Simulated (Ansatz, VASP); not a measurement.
# Two plane-wave programs on Al

```
CELL_PARAMETERS angstrom
5.63242 0.00000 0.00000
0.00000 5.63242 0.00000
0.00000 0.00000 21.97409
ATOMIC_POSITIONS crystal
Al 0.25000 0.25000 0.36407
Al 0.25000 0.75000 0.36407
Al 0.75000 0.25000 0.36407
Al 0.75000 0.75000 0.36407
Al 0.50000 0.50000 0.45469
Al 0.50000 0.00000 0.45469
Al 0.00000 0.50000 0.45469
Al 0.00000 0.00000 0.45469
Al 0.75000 0.75000 0.54231
Al 0.75000 0.25000 0.54231
Al 0.25000 0.75000 0.54231
Al 0.25000 0.25000 0.54231
Al 0.00000 0.00000 0.63601
Al 0.00000 0.50000 0.63601
Al 0.50000 0.00000 0.63601
Al 0.50000 0.50000 0.63601
```

Alike in both runs: functional PBE; dispersion D3(BJ); k mesh 4 × 4 × 1; occupations gaussian, width 0.1 eV; no spin polarisation.

Ansatz relaxed the structure, and its values are those at the end. VASP's run is a single point on that final structure, the one shown.

|  | VASP | Ansatz |
| --- | --- | --- |
| version | VASP 6.6.1 | Ansatz 0.2.0 |
| potentials or method | VASP PAW PBE potentials, release 64 (Al) | scalar-relativistic, plane waves, PAW |
| plane-wave cutoff (eV) | 520 | 420 |
| valence electrons in the cell | 48 | 48 |

```tsv
	VASP	Ansatz	Ansatz less VASP
gap on the k mesh at the Fermi level (eV)	none	none	-
rms of the force components (eV/Å)	0.057	0.057	-0.0006
work function, face that differs most (eV)	4.17	4.17	-0.004
```

A gap of «none» marks a metal or a gap that the smearing closes. Ansatz warned: «xc_potential_rough_in_thin_density».
